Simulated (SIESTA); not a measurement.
# MgSe in SIESTA: the effect of functional

MgSe:

```
Se Mg
1.0
     0.00000    2.72550    2.72550
     2.72550    0.00000    2.72550
     2.72550    2.72550    0.00000
Se Mg
1 1
Direct
  0.50000 0.50000 0.50000
  0.00000 0.00000 0.00000
```

Alike in all runs:

```yaml
Program: SIESTA 5.4.2
Task: band structure
Basis: DZP (energy shift 0.003 Ry; two zetas on semicore shells)
Grid_cutoff: 800 Ry
Energy_shift: 0.003 Ry
k_mesh: 8 × 8 × 8
Occupations: fermi-dirac, width 0.05 eV
Spin: no spin polarisation
```

```csv
functional,potentials or basis,gap on the mesh (eV),pressure (GPa)
LDA,PseudoDojo 0.4 standard (LDA files),?,?
PBEsol,PseudoDojo 0.4 standard (PBEsol files),1.87,1.9
AM05,PseudoDojo 0.4 standard (PBEsol files),1.90,2.2
WC,PseudoDojo 0.4 standard (PBEsol files),1.93,2.1
PBE,PseudoDojo 0.4 standard (PBE files),1.92,4.1
PW91,PseudoDojo 0.4 standard (PBE files),1.96,3.9
revPBE,PseudoDojo 0.4 standard (PBE files),2.03,5.7
RPBE,PseudoDojo 0.4 standard (PBE files),2.03,6.2
BLYP,PseudoDojo 0.4 standard (PBE files),2.03,6.4
```

What does the run with functional LDA give?

gap on the mesh 1.76 eV; pressure 0.1 GPa.

Caveats: the basis of atomic orbitals isn't converged, which shifts pressures, moduli and gaps; the potentials were made for another functional, which shifts forces and pressure (some runs).

